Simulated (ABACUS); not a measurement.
# MgO (Fm-3m) in ABACUS: a series of runs, part 2 of 2

ABACUS 3.10.1. The steps go on from the part before.

## (5) Relaxation of cell and atoms, r2SCAN

The input, INPUT:

```
INPUT_PARAMETERS
suffix              MgO
calculation         cell-relax
basis_type          pw
pseudo_dir          ./
latname             fcc
symmetry            1
dft_functional      MGGA_X_R2SCAN+MGGA_C_R2SCAN
ecutwfc             97
pseudo_rcut         10
nspin               1
nbands              12
ks_solver           dav
smearing_method     fd
smearing_sigma      0.00367493
scf_thr             1e-08
scf_nmax            100
mixing_type         broyden
mixing_beta         0.7
cal_force           1
cal_stress          1
mixing_tau          1
relax_nmax          60
force_thr_ev        0.005
relax_method        cg
out_stru            1
stress_thr          1
kpar                4
```

The input, STRU:

```
ATOMIC_SPECIES
Mg 24.3050 Mg_ONCV_PBE-1.2.upf
O 15.9990 O_ONCV_PBE-1.2.upf

LATTICE_CONSTANT
7.9255166303

ATOMIC_POSITIONS
Direct

Mg
0.0
1
0.0000000000 0.0000000000 0.0000000000 1 1 1

O
0.0
1
0.5000000000 0.5000000000 0.5000000000 1 1 1
```

The input, KPT:

```
K_POINTS
0
Gamma
7 7 7 0 0 0
```

Potentials or basis: SG15 ONCV 1.2 PBE, plane waves.

Launch:

```sh
> OMP_NUM_THREADS=1 mpirun -np 4 abacus > log
```

running log:

```text
ABACUS v3.10.1

               Atomic-orbital Based Ab-initio Computation at UStc

 ------------------------------------------------------------------------------------

 READING GENERAL INFORMATION
                           global_out_dir = OUT.MgO/
                           global_in_card = INPUT
                               pseudo_dir = ./
                              orbital_dir =
                                    DSIZE = 4
                                    GSIZE = 1

 READING UNITCELL INFORMATION
                                    ntype = 2
                  lattice constant (Bohr) = 7.92552
              lattice constant (Angstrom) = 4.194

 READING ATOM TYPE 1
                               atom label = Mg
                      L=0, number of zeta = 1
                      L=1, number of zeta = 1
                      L=2, number of zeta = 1
             number of atom for this type = 1

 READING ATOM TYPE 2
                               atom label = O
                      L=0, number of zeta = 1
                      L=1, number of zeta = 1
                      L=2, number of zeta = 1
             number of atom for this type = 1

                        TOTAL ATOM NUMBER = 2
DIRECT COORDINATES
    atom                   x                   y                   z     mag                  vx                  vy                  vz
taud_Mg1            0.0000000000        0.0000000000        0.0000000000  0.0000        0.0000000000        0.0000000000        0.0000000000
taud_O1            0.5000000000        0.5000000000        0.5000000000  0.0000        0.0000000000        0.0000000000        0.0000000000

                          Volume (Bohr^3) = 124.458
                             Volume (A^3) = 18.4427

 Lattice vectors: (Cartesian coordinate: in unit of a_0)
                 -0.5                  +0                +0.5
                   +0                +0.5                +0.5
                 -0.5                +0.5                  +0
 Reciprocal vectors: (Cartesian coordinate: in unit of 2 pi/a_0)
                   -1                  -1                  +1
                   +1                  +1                  +1
                   -1                  +1                  -1
 The esolver type has been set to : ksdft_pw

                PAO radial cut off (Bohr) = 10

 Read in pseudopotential file is Mg_ONCV_PBE-1.2.upf
                     pseudopotential type = NC
          exchange-correlation functional = PBE
                 nonlocal core correction = 0
                        valence electrons = 10
                                     lmax = 1
                           number of zeta = 0
                     number of projectors = 4
                           L of projector = 0
                           L of projector = 0
                           L of projector = 1
                           L of projector = 1
 XC functional updated to : MGGA_X_R2SCAN+MGGA_C_R2SCAN
          exchange-correlation functional = MGGA_X_R2SCAN+MGGA_C_R2SCAN
                PAO radial cut off (Bohr) = 10

 Read in pseudopotential file is O_ONCV_PBE-1.2.upf
                     pseudopotential type = NC
          exchange-correlation functional = PBE
                 nonlocal core correction = 0
                        valence electrons = 6
                                     lmax = 1
                           number of zeta = 0
                     number of projectors = 4
                           L of projector = 0
                           L of projector = 0
                           L of projector = 1
                           L of projector = 1
[... 287 lines left out ...]
    atom                   x                   y                   z     mag                  vx                  vy                  vz
taud_Mg1            0.0000000000        0.0000000000        0.0000000000  0.0000        0.0000000000        0.0000000000        0.0000000000
taud_O1            0.5000000000        0.5000000000        0.5000000000  0.0000        0.0000000000        0.0000000000        0.0000000000

                          Volume (Bohr^3) = 125.998591
                             Volume (A^3) = 18.671043
[... 10 lines left out ...]
 -------------------------------------------
 STEP OF RELAXATION : 2
 -------------------------------------------

[... set-up of the moved cell ...]

 PW ALGORITHM --------------- ION=   2  ELEC=   1--------------------------------
 Notice: Threshold on eigenvalues was too large.
 hsover_error=0.160000 > DRHO=0.000009
 Origin diag ethr = 0.010000
 New diag ethr = 0.000000

 Density error is 0.000000766463
                          Error Threshold = 0.000000055332
----------------------------------------------------------
     Energy           Rydberg                 eV
----------------------------------------------------------
 E_KohnSham     -140.9503026245      -1917.7272505173
 E_Harris       -140.9798738316      -1918.1295874306
 E_Fermi        0.8068056633         10.9771541998
----------------------------------------------------------

[... 3 further cycles ...]
 PW ALGORITHM --------------- ION=   2  ELEC=   5--------------------------------

 Density error is 0.000000000620
                          Error Threshold = 0.000000000123
----------------------------------------------------------
     Energy           Rydberg                 eV
----------------------------------------------------------
 E_KohnSham     -140.9805450811      -1918.1387202484
 E_KS(sigma->0) -140.9805450811      -1918.1387202484
 E_Harris       -140.9806560728      -1918.1402303682
 E_band         -22.2397388761       -302.5871707474
 E_one_elec     -56.5131037551       -768.9002227345
 E_Hartree      31.7039760874        431.3547240442
 E_xc           -21.3861504629       -290.9735045802
 E_Ewald        -94.7852669505       -1289.6197169779
 E_entropy(-TS) 0.0000000000         0.0000000000
 E_descf        0.0000000000         0.0000000000
[... 4 lines left out ...]
 charge density convergence is achieved
 final etot is -1918.13872024840 eV
 EFERMI = 11.00691308633 eV

 STATE ENERGY(eV) AND OCCUPATIONS    NSPIN == 1
[... levels at 5 further k points ...]

------------------------------------------------------------------------------------------
 TOTAL-FORCE (eV/Angstrom)
------------------------------------------------------------------------------------------
                       Mg1         0.0000000000         0.0000000000         0.0000000000
                        O1         0.0000000000         0.0000000000         0.0000000000
------------------------------------------------------------------------------------------
[... 13 lines left out ...]
 Largest gradient in stress is 6.722983 kbar.
 Threshold is 1.000000 kbar.

 Relaxation is not converged yet!
DIRECT COORDINATES
    atom                   x                   y                   z     mag                  vx                  vy                  vz
taud_Mg1            0.0000000000        0.0000000000        0.0000000000  0.0000        0.0000000000        0.0000000000        0.0000000000
taud_O1            0.5000000000        0.5000000000        0.5000000000  0.0000        0.0000000000        0.0000000000        0.0000000000

                          Volume (Bohr^3) = 125.504444
                             Volume (A^3) = 18.597818
[... 10 lines left out ...]
 -------------------------------------------
 STEP OF RELAXATION : 3
 -------------------------------------------

[... set-up of the moved cell ...]

 PW ALGORITHM --------------- ION=   3  ELEC=   1--------------------------------
 Notice: Threshold on eigenvalues was too large.
 hsover_error=0.160000 > DRHO=0.000002
 Origin diag ethr = 0.010000
 New diag ethr = 0.000000

 Density error is 0.000000902248
                          Error Threshold = 0.000000012496
----------------------------------------------------------
     Energy           Rydberg                 eV
----------------------------------------------------------
 E_KohnSham     -140.9805520030      -1918.1388144262
 E_Harris       -140.9642473133      -1917.9169777420
 E_Fermi        0.8170405853         11.1164074580
----------------------------------------------------------

[... 2 further cycles ...]
 PW ALGORITHM --------------- ION=   3  ELEC=   4--------------------------------

 Density error is 0.000000000928
                          Error Threshold = 0.000000000341
----------------------------------------------------------
     Energy           Rydberg                 eV
----------------------------------------------------------
 E_KohnSham     -140.9805564662      -1918.1388751514
 E_KS(sigma->0) -140.9805564662      -1918.1388751514
 E_Harris       -140.9807775208      -1918.1418827527
 E_band         -22.1777378491       -301.7436034973
 E_one_elec     -56.3240777855       -766.3283924775
 E_Hartree      31.6435834062        430.5330394625
 E_xc           -21.3905590795       -291.0334868873
 E_Ewald        -94.9095030074       -1291.3100352490
 E_entropy(-TS) 0.0000000000         0.0000000000
 E_descf        0.0000000000         0.0000000000
[... 98 lines left out ...]
 Largest gradient in stress is 0.014520 kbar.
 Threshold is 1.000000 kbar.

 Relaxation is converged!

 --------------------------------------------
 !FINAL_ETOT_IS -1918.1388751513757143 eV
 --------------------------------------------
```

It took 8.7 s on 4 MPI ranks of AMD EPYC 9R45 (Zen 5), shared host; peak memory 0.36 GiB.

Results:

| Quantity | Value |
| --- | --- |
| Free energy | -1918.1389 eV |
| Relaxed volume | 9.30 Å³/atom |
| Relaxed cell | a = 2.974 Å, b = 2.974 Å, c = 2.974 Å, α = 60.00°, β = 60.00°, γ = 60.00° |
| Space group after relaxing (to 0.05 Å) | Fm-3m (No. 225) |
| Energy gained by relaxing | 0.3 meV/atom |
| Ionic steps | 3 |
| Pressure after relaxing | 0.0 GPa |
| Band gap on the k mesh | 5.59 eV, direct |

The path:
| step | energy change (eV) | largest force (eV/Å) | pressure (GPa) | volume (Å³) |
| --- | --- | --- | --- | --- |
| 1 | 0.0000 | 0.0000 | 1.43 | 18.44 |
| 2 | -0.0005 | 0.0000 | -0.67 | 18.67 |
| 3 | -0.0007 | 0.0000 | 0.00 | 18.60 |

Final structure:
```
Mg O
1.0
    -2.10286    0.00000    2.10286
     0.00000    2.10286    2.10286
    -2.10286    2.10286    0.00000
Mg O
1 1
Cartesian
  0.0000 0.0000 0.0000
  -2.1029 2.1029 2.1029
```

Caveat: the potentials were made for another functional, which shifts forces and pressure. r2SCAN opens gaps a little over a GGA but as a rule still falls short of measured ones.

## (6) The runs side by side

| task | level | potentials or basis | cell | k mesh | cutoff (eV) | SCF threshold on the density | eigensolver | max steps of the relaxation | force threshold | optimiser | gap on the mesh (eV) | pressure (GPa) |
| --- | --- | --- | --- | --- | --- | --- | --- | --- | --- | --- | --- | --- |
| single point | SOGGA | PseudoDojo NC SR 0.4.1 PBE standard, plane waves | as given | 9 × 9 × 9 | 1143 | 1e-08 | dav | - | - | - | 4.65 | 2.1 |
| single point | LDA | PseudoDojo NC SR 0.4.1 LDA standard, DZP LCAO (the cutoffs set its grid) | as given | 10 × 10 × 10 | 1361 | 1e-07 | genelpa | - | - | - | 4.78 | -2.9 |
| single point | r2SCAN | SG15 ONCV 1.2 PBE, plane waves | as given | 7 × 7 × 7 | 1320 | 1e-08 | dav | - | - | - | 5.67 | 1.4 |
| relaxation of cell and atoms | r2SCAN | SG15 ONCV 1.2 PBE, plane waves | relaxed | 7 × 7 × 7 | 1320 | 1e-08 | dav | 60 | 0.005 eV/Å | cg | 5.59 | 0.0 |

Alike in all rows: no spin polarisation; smearing fermi-dirac 0.05 eV.

Caveats: the potentials were made for another functional, which shifts forces and pressure (some runs); the atomic orbitals were generated for these runs and aren't a published set (some runs); the basis of atomic orbitals isn't converged, which shifts pressures, moduli and gaps (some runs).

Total energies depend on the potentials used, so only differences within one code and one set of settings carry meaning.

## (7) How close it comes

Step 2. A measured gap of MgO is 7.83 eV (quoted in “Electronic structure of alkaline earth and post-transition metal oxides”, 2009, arxiv:0908.1581); the calculated 4.65 eV misses it by -3.18 eV. The value is that of SOGGA, without temperature or zero-point motion. The cell is a database's relaxed one, not the measured one, which moves gaps too.

Step 3. Measured gap of MgO: 7.83 eV (quoted in “Electronic structure of alkaline earth and post-transition metal oxides”, 2009, arxiv:0908.1581). This calculation gives 4.78 eV (-3.05 eV). The value is that of LDA in an atomic basis (PseudoDojo NC SR 0.4.1 LDA standard, DZP LCAO (the cutoffs set its grid)), whose error adds to the functional's,, without temperature or zero-point motion. Semilocal functionals fall short of measured gaps as a rule. The cell is a database's relaxed one, not the measured one, which moves gaps too.

Step 4. Measured gap of MgO: 7.83 eV (quoted in “Electronic structure of alkaline earth and post-transition metal oxides”, 2009, arxiv:0908.1581). This calculation gives 5.67 eV (-2.16 eV). The value is that of r2SCAN, without temperature or zero-point motion. The cell is a database's relaxed one, not the measured one, which moves gaps too.
